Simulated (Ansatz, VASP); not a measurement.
## W in VASP and in Ansatz

```
W
1.0
    -1.58500    1.58500    1.58500
     1.58500   -1.58500    1.58500
     1.58500    1.58500   -1.58500
W
1
Direct
  0.00000 0.00000 0.00000
```

Alike in both runs: task relaxation of cell and atoms; functional PBE; k mesh 6 × 6 × 6; occupations gaussian, width 0.1 eV; no spin polarisation.

```csv
,VASP,Ansatz
version,VASP 6.6.1,Ansatz 0.2.0
potentials or method,"VASP PAW PBE potentials, release 64 (W_sv)","scalar-relativistic, plane waves, PAW"
plane-wave cutoff (eV),600,420
valence electrons in the cell,14,14
```

VASP gave:

- gap on the k mesh at the Fermi level, each at its own relaxed structure (eV): none
- relaxed volume (Å³/atom): 16.07
- relaxed cell length with the largest relative difference (Å): 2.753
- energy change over the relaxation (meV/atom): -1

Q: Which values does Ansatz return?

A: gap on the k mesh at the Fermi level, each at its own relaxed structure (eV): none; relaxed volume (Å³/atom): 16.04; relaxed cell length with the largest relative difference (Å): 2.752; energy change over the relaxation (meV/atom): -1.

A gap of «none» marks a metal or a gap that the smearing closes.

Caveats: the k mesh is coarse (spacing up to 0.47 Å⁻¹), so the values aren't converged. The runs have no spin-orbit coupling, so splittings on W are missing.
